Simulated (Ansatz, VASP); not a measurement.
**Two plane-wave programs on Si3N4**

```
Si N
1.0
     4.13190    0.00000    0.00000
     0.00000    4.13190    0.00000
     0.00000    0.00000    4.13190
Si N
3 4
Direct
  0.00000 0.00000 0.50000
  0.00000 0.50000 0.00000
  0.50000 0.00000 0.00000
  0.23950 0.23950 0.23950
  0.23950 0.76050 0.76050
  0.76050 0.23950 0.76050
  0.76050 0.76050 0.23950
```

Change from the starting cell: ordered vacancies on the cation sites of zinc blende (P-43m, No. 215).

Alike in both runs: functional PBE; k mesh 4 × 4 × 4; occupations gaussian, width 0.1 eV; no spin polarisation.

Ansatz relaxed the structure, and its values are those at the end. VASP's run is a single point on that final structure, the one shown.

|  | VASP | Ansatz |
| --- | --- | --- |
| version | VASP 6.6.1 | Ansatz 0.2.0 |
| potentials or method | VASP PAW PBE potentials, release 64 (Si, N) | scalar-relativistic, plane waves, PAW |
| plane-wave cutoff (eV) | 520 | 420 |
| valence electrons in the cell | 32 | 32 |

|  | VASP | Ansatz | Ansatz less VASP |
| --- | --- | --- | --- |
| gap on the k mesh at the Fermi level (eV) | 2.72 | 2.73 | +0.010 |
| least direct gap on the mesh (eV) | 2.92 | 2.93 | +0.011 |
| pressure (GPa) | -0.4 | -0.2 | +0.24 |
| rms of the force components (eV/Å) | 0.009 | 0.002 | -0.0077 |

The functional is the same, so the differences come from potentials, cutoffs and numerics.

A k mesh can miss the band edges.
